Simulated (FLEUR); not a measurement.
Runs of FLEUR MaX-R8.1 (later development tree) on ZnS. Symmetry: F-43m, No. 216, cubic system. Conventional cell: a = 5.404 Å, b = 5.404 Å, c = 5.404 Å, α = 90.00°, β = 90.00°, γ = 90.00°. Zn (site symmetry -43m) has 4 S at 2.34 Å as nearest neighbours. S (site symmetry -43m) has 4 Zn at 2.34 Å as nearest neighbours. 

```csv
task,level,gmax,muffin-tin radii,max iterations,mixing factor,mixer,kmax,gap on the mesh (eV),V0 of scaled cells (Å³/atom),B0 (GPa)
band structure,r2SCAN,15.8 1/bohr,"Zn 2.18, S 1.92 bohr",80,0.05,Anderson,5.1 1/bohr,2.68,-,-
equation of state,PBEsol,16.3 1/bohr,"Zn 2.11, S 1.86 bohr",-,-,-,5.27 1/bohr,-,19.21,(a)
equation of state,r2SCAN,16.3 1/bohr,"Zn 2.11, S 1.86 bohr",-,-,-,5.27 1/bohr,-,19.58,(b)
single point,PBEsol,16.3 1/bohr,"Zn 2.11, S 1.86 bohr",60,0.05,Anderson,5.27 1/bohr,1.98,-,-
band structure,LDA,15.8 1/bohr,"Zn 2.18, S 1.92 bohr",60,0.05,Anderson,5.1 1/bohr,1.86,-,-
```

Alike in all rows: potentials or basis all-electron, FLAPW; no spin polarisation; cell as given; k mesh 9 × 9 × 9; smearing fermi-dirac 0.05 eV.

Q: Fill in the values left out.

A: (a) 79; (b) 78.

Caveats: the meta-GGA is that of a development version, with a GGA for the radial functions and cores and without core tails (some runs).

